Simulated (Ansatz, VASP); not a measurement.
# Two plane-wave programs on Pb

File INCAR:

```
PREC     = Accurate       # precision mode
ENCUT    = 520            # plane-wave cutoff, eV
EDIFF    = 1E-6           # SCF threshold, eV
ISMEAR   = -1             # smearing method
SIGMA    = 0.1            # smearing width, eV
LREAL    = False          # projectors in reciprocal space
LASPH    = True           # aspherical terms in the spheres
NELM     = 80             # most SCF steps
ALGO     = Normal         # electronic algorithm
ISIF     = 2              # what is computed and relaxed
LWAVE    = False          # write WAVECAR
LCHARG   = False          # write CHGCAR
GGA      = PE             # functional
NBANDS   = 13             # bands
```

KPOINTS

```
Automatic mesh
0
Gamma
  4 4 4
```

The input POSCAR:

```
Pb
1.0
    0.0000000000      2.5175937382      2.5175937382
    2.5175937382      0.0000000000      2.5175937382
    2.5175937382      2.5175937382      0.0000000000
Pb
1
Direct
    0.0000000000      0.0000000000      0.0000000000
```

Input for Ansatz:

```yaml
crystal:
  lattice:
    - [0.0, 2.5175937382, 2.5175937382]
    - [2.5175937382, 0.0, 2.5175937382]
    - [2.5175937382, 2.5175937382, 0.0]
  atoms:
    - { symbol: Pb, position: [0.0, 0.0, 0.0] }
hamiltonian:
  xc: pbe
  pseudopotentials:
    kind: paw
    azcp:
      Pb: "pseudopotentials/Pb.paw.azcp"
basis:
  ecutwfc: 420
  fft_grid_basis: typed
kpoints:
  mp_grid: { grid: [4, 4, 4], shift: [0, 0, 0] }
magnetization:
  spin_polarized: false
scf:
  occupations: { method: fermi_dirac, width: 0.1 }
  lower_state_search: "off"
output:
  stress: true
```

Alike in both runs: task single point; functional PBE; k mesh 4 × 4 × 4; occupations fermi-dirac, width 0.1 eV; no spin polarisation.

|  | VASP | Ansatz |
| --- | --- | --- |
| version | VASP 6.6.1 | Ansatz 0.2.0 |
| potentials or method | VASP PAW PBE potentials, release 64 (Pb_d) | plane waves (420 eV) with PAW, scalar-relativistic |
| plane-wave cutoff (eV) | 520 | 420 |
| valence electrons in the cell | 14 | 14 |

|  | VASP | Ansatz | Ansatz less VASP |
| --- | --- | --- | --- |
| pressure (GPa) | -0.2 | -0.2 | +0.06 |

Caveats: the k mesh is coarse (spacing up to 0.54 Å⁻¹), so the values aren't converged. The runs have no spin-orbit coupling, so splittings on Pb are missing.
